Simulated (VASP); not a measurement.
A run of VASP 6.6.1:

INCAR

```
SYSTEM = ScHO2
PREC = Accurate
ENCUT = 520
EDIFF = 1E-6
ISMEAR = 0
SIGMA = 0.01
LREAL = .FALSE.
LASPH = .TRUE.
NELM = 100
ALGO = Normal
ISIF = 2
LWAVE = .FALSE.
LCHARG = .FALSE.
GGA = PS
NBANDS = 20
```

KPOINTS

```
Automatic mesh
0
G
  6 6 6
  0 0 0
```

Contents of POSCAR:

```
ScHO2
1.0
    1.5357605000      0.8866730000      4.5309200000
   -1.5357605000      0.8866730000      4.5309200000
    0.0000000000     -1.7733460000      4.5309200000
Sc H O
1 1 2
Direct
    0.0000000000      0.0000000000      0.0000000000
    0.5000000000      0.5000000000      0.5000000000
    0.5897000000      0.5897000000      0.5897000000
    0.4103000000      0.4103000000      0.4103000000
```

Potentials or basis: VASP PAW PBE potentials, release 64 (Sc_sv, H, O).

Command:

```sh
$ cat potpaw_PBE.64/Sc_sv/POTCAR potpaw_PBE.64/H/POTCAR potpaw_PBE.64/O/POTCAR > POTCAR
$ mpirun -np 1 vasp_std > vasp.out
```

Hardware: 1 thread of Intel(R) Xeon(R) Platinum 8488C (Sapphire Rapids) (shared host).

Estimate the wall time of this run.

Run time: 34 s on 1 thread of Intel(R) Xeon(R) Platinum 8488C (Sapphire Rapids) (shared host), peak memory 0.21 GiB. Counts: scf iterations 13, k points 32.
